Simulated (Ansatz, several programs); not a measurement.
AlN, h-MgO type, relaxed with PBE in Ansatz (plane waves, PAW): space group P6_3/mmc (No. 194), hexagonal; a = 3.314 Å, c = 4.186 Å in the conventional setting, 9.96 Å³ an atom. Al has 5 N at 1.91–2.09 Å; N has 5 Al at 1.91–2.09 Å. The cell was then scaled with its shape and fractional coordinates held, which makes it stiffer than a relaxed compression. Values at 0 K without nuclear motion; spin polarisation is off, and the phase may be a hypothetical one.

| V (Å³/atom) | E (meV/atom) |
| --- | --- |
| 9.359 | 25.68 |
| 9.658 | 6.12 |
| 9.957 | 0.00 |
| 10.554 | 20.98 |

Question: Pass a cubic E = c₀ + c₁u + c₂u² + c₃u³, with u = V − 9.882 Å³, through these points.

Answer: c₀ = 0.37, c₁ = -9.939, c₂ = 67.799, c₃ = -10.9636 (meV and Å³).

Question: Where is the minimum, and what bulk modulus follows?

Answer: dE/du = 0 at u = +0.075, so V₀ = 9.96 Å³. B = V₀ d²E/dV² = 9.96 × (2c₂ + 6c₃u) = 9.96 × 130.688 = 1301 meV/Å³, and 1 meV/Å³ is 0.16022 GPa: 208 GPa. A third-order Birch-Murnaghan fit to all five points gives 9.96 Å³ and 207 GPa.

Question: Predict the energy and the pressure at the withheld volume, 10.256 Å³.

Answer: With u = +0.374: E ≈ 5.56 meV and P = −dE/dV ≈ -5.80 GPa. The run gives 5.49 meV and, from its stress, -5.76 GPa.
